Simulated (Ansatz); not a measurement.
Runs of Ansatz 0.2.0 on Si2Mo. Symmetry: I4/mmm, No. 139, tetragonal system. Conventional cell: a = 3.200 Å, b = 3.200 Å, c = 7.861 Å, α = 90.00°, β = 90.00°, γ = 90.00°. Mo (site symmetry 4/mmm) has 10 Si at 2.62 Å as nearest neighbours. Si (site symmetry 4mm) is surrounded by 5 Si at 2.61 to 2.63 Å and 5 Mo at 2.62 Å. 

```csv
task,level,potentials or basis,cell,cutoff (eV),points for each segment of the path,pressure (GPa),V0 of scaled cells (Å³/atom),relaxed volume (Å³/atom),B0 (GPa),largest force (eV/Å)
relaxation of cell and atoms,rPW86-PBE,Ansatz PAW,relaxed,420,-,0.0,-,13.89,-,-
equation of state,LDA,PseudoDojo LDA,as given,1088,-,-,13.03,-,(a),-
equation of state,r2SCAN+D3(BJ),Ansatz PAW,as given,500,-,-,13.13,-,(c),-
band structure,revPBE,Ansatz PAW,as given,420,14,(b),-,-,-,0.26
relaxation of cell and atoms,PBEsol+D4,Ansatz PAW,relaxed,420,-,0.0,-,13.05,-,0.01
```

Alike in all rows: no spin polarisation; k mesh 12 × 12 × 12; smearing fermi-dirac 0.05 eV.

Fill in the values left out.

(a) 229; (b) 4.2; (c) 231.

Caveats: the PAW data sets come from PBE, with cores solved anew for the run's functional, which leaves a small shift of forces and pressure (some runs); the plane-wave basis is chosen anew once the cell has moved, so the energies of steps on either side of that aren't comparable (some runs); the cell was scaled at fixed shape and fractional positions, which overstates the stiffness of a crystal with free parameters, most of all of layers and chains (some runs); the PAW data sets were made with another functional, which shifts forces and pressure a little (some runs).

Runs at the PBE level aren't shown here.
